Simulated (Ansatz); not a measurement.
Structure optimisation: barium, A15

Computed with Ansatz 0.2.0, DFT, revPBE, plane waves (420 eV) with PAW, scalar-relativistic. The PAW files were generated under PBE, with cores re-solved for the functional.

k-point mesh 4×4×4, Fermi-Dirac smearing 0.1 eV, no spin polarisation. Cell and atoms relax.

Starting structure:

```yaml
crystal:
  lattice:
    - [7.9370052598, 0.0, 0.0]
    - [0.0, 7.9370052598, 0.0]
    - [0.0, 0.0, 7.9370052598]
  atoms:
    - { symbol: Ba, position: [0.0, 0.0, 0.0] }
    - { symbol: Ba, position: [0.5, 0.5, 0.5] }
    - { symbol: Ba, position: [0.25, 0.0, 0.5] }
    - { symbol: Ba, position: [0.75, 0.0, 0.5] }
    - { symbol: Ba, position: [0.5, 0.25, 0.0] }
    - { symbol: Ba, position: [0.5, 0.75, 0.0] }
    - { symbol: Ba, position: [0.0, 0.5, 0.25] }
    - { symbol: Ba, position: [0.0, 0.5, 0.75] }
hamiltonian:
  xc: revpbe
  pseudopotentials:
    kind: paw
    azcp:
      Ba: "pseudopotentials/Ba.paw.azcp"
basis:
  ecutwfc: 420
  fft_grid_basis: typed
kpoints:
  mp_grid: { grid: [4, 4, 4], shift: [0, 0, 0] }
magnetization:
  spin_polarized: false
scf:
  occupations: { method: fermi_dirac, width: 0.1 }
relax:
  max_steps: 60
  f_tol: 0.01
  cell: {}
output:
  write_density: true
  write_potential: true
  elf: true
  volumetric_format: npy
```

Q: What cell does the relaxation end in?

A: Pm-3n with a = 8.179 Å; 68.40 Å³ per atom against 62.50 at the start (9.4 %).

Q: How much energy does the relaxation gain?

A: 14.7 meV per atom.

Path of the relaxation (the plane waves are chosen anew near the end, which can shift the energy a little):

| step | E − E(final) (meV/atom) | V (Å³/atom) | P (GPa) | max force (eV/Å) |
| --- | --- | --- | --- | --- |
| 0 | 14.66 | 62.500 | 0.80 | 0.000 |
| 1 | 7.26 | 64.281 | 0.54 | 0.000 |
| 2 | 0.05 | 68.405 | 0.04 | 0.000 |
| 3 | 0.00 | 68.405 | 0.04 | 0.000 |
